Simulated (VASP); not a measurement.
Ru: single point with PBE

Ru:

```
Ru
1.0
     4.26761    0.00000    0.00000
    -2.13381    3.69586    0.00000
     0.00000    0.00000    2.68332
Ru
3
Direct
  0.33333 0.66667 0.50000
  0.00000 0.00000 0.00000
  0.66667 0.33333 0.50000
```

The cell was built by a generator and needn't be a form met in nature.

| Quantity | Value |
| --- | --- |
| Program | VASP 6.6.1 |
| Task | single point |
| Functional | PBE |
| Potentials or basis | VASP PAW PBE potentials, release 64 (Ru_pv) |
| Cutoff | 520 eV |
| k mesh | 12 × 12 × 18 |
| Occupations | gaussian, width 0.1 eV |
| Spin | no spin polarisation |

| Quantity | Value |
| --- | --- |
| Pressure | 0.0 GPa |
| Band gap on the k mesh | none (metal or under the smearing width) |

Stress tensor (GPa, compression positive):
```
 0.04  0.00  0.00
 0.00  0.04  0.00
 0.00  0.00 -0.13
```

Levels at points of the mesh, in eV from the Fermi level:
| k point | band 17 | band 18 | band 19 | band 20 | band 21 | band 22 | band 23 | band 24 | band 25 | band 26 |
| --- | --- | --- | --- | --- | --- | --- | --- | --- | --- | --- |
| (0.00, 0.00, 0.00) | -2.74 | -2.09 | -2.09 | -1.42 | -1.42 | -1.32 | -1.32 | 1.61 | 1.61 | 9.23 |
| (0.50, 0.00, 0.00) | -2.55 | -2.46 | -1.17 | -1.09 | 0.36 | 0.75 | 0.78 | 0.80 | 1.27 | 1.32 |
| (0.00, 0.00, 0.50) | -2.13 | -1.92 | -1.92 | 0.63 | 0.63 | 1.30 | 1.30 | 2.35 | 3.36 | 4.03 |
| (0.50, 0.00, 0.50) | -2.04 | -1.98 | -0.77 | -0.52 | 0.29 | 0.92 | 1.23 | 2.05 | 3.07 | 4.15 |

It took 110 s on 1 thread of Intel(R) Xeon(R) Platinum 8488C (Sapphire Rapids), on a shared host, peak memory 0.27 GiB.
